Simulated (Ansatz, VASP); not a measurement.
One calculation of MgO, two programs

```
Mg O
1.0
     3.57637    0.00000    0.00000
    -1.78818    3.09723    0.00000
     0.00000    0.00000    3.99882
Mg O
2 2
Direct
  0.64651 0.29302 0.75000
  0.35349 0.70698 0.25000
  0.68151 0.36301 0.25000
  0.31849 0.63699 0.75000
```

Change from the starting cell: mode 5 frozen in at -0.122 Å, strain +e along z and -e/2 along x and y -0.0467.

Alike in both runs: task single point; functional PBEsol; k mesh 9 × 9 × 6; occupations gaussian, width 0.05 eV; no spin polarisation.

|  | VASP | Ansatz |
| --- | --- | --- |
| version | VASP 6.6.1 | Ansatz 0.2.0 |
| potentials or method | VASP PAW PBE potentials, release 64 (Mg, O) | scalar-relativistic, plane waves, PAW |
| plane-wave cutoff (eV) | 520 | 520 |
| valence electrons in the cell | 16 | 32 |

```csv
,VASP,Ansatz,Ansatz less VASP
gap on the k mesh at the Fermi level (eV),3.26,3.26,+0.009
least direct gap on the mesh (eV),3.26,3.26,+0.009
pressure (GPa),1.7,2.0,+0.39
largest component of the traceless stress (GPa),10.35,10.30,-0.050
rms of the force components (eV/Å),0.488,0.481,-0.0066
```

Atom by atom the forces differ by 0.007 eV/Å (rms over components). With one functional, cell and mesh, what is left measures potentials, basis and numerics. The two sets of potentials don't hold the same shells in valence. Ansatz warned: «pseudo_functional_mismatch».

Caveats: the PAW data sets were made with another functional, which shifts forces and pressure a little (VASP).
